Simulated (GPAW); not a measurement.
Computed results, one entry a study.

```
Quasiparticle gap of LiBr (Fm-3m) in GPAW
1.0
     0.00000    2.75065    2.75065
     2.75065    0.00000    2.75065
     2.75065    2.75065    0.00000
Li Br
1 1
Direct
  0.00000 0.00000 0.00000
  0.50000 0.50000 0.50000
# method: DFT, PBE, plane waves, PAW (and 1 further level or step)
# program: GPAW 26.7.0
# settings of one run: cutoff 600 eV, GPAW PAW setups 1.2.1 data release, 6×6×6 k-mesh, nbands 628
# cost: 4 runs, 70 s in all on 8 MPI ranks of AMD EPYC 7B13 (Zen 3), shared host (the runs of this entry)
# notes: The cell and positions come from the Crystallography Open Database and are kept as given unless a step says otherwise. Limits: no spin-orbit coupling. Bands and cutoff are finite, so the gap is not at the basis limit. The miss can reach some tenths of an eV and take either sign; the mesh is an error of its own.
# PBE gap: 4.93 eV, indirect (only 6 meV under the direct gap)
# G0W0 gap on the mesh: 7.06 eV
# GW settings: 6×6×6 mesh, 101 bands, screening to 105 eV, Godby-Needs plasmon pole
# known limits: not at the basis limit; no spin-orbit coupling
```

[Paths, hosts, dates, memory and timing lines, banners, echoed tables and standing remarks are left out of the program output.]

[Logs are printed without paths, hosts, clocks, repeated set-up lines and the standing remarks that a program may print on its own settings, such as how far it seeks lower states.]

[Runs of the session that timed out or met a known fault of the program may be left out.]

[Hosts, paths, dates, database ids (printed as entryN), source tags and the programs' standing remarks are cut or masked in the printed files.]
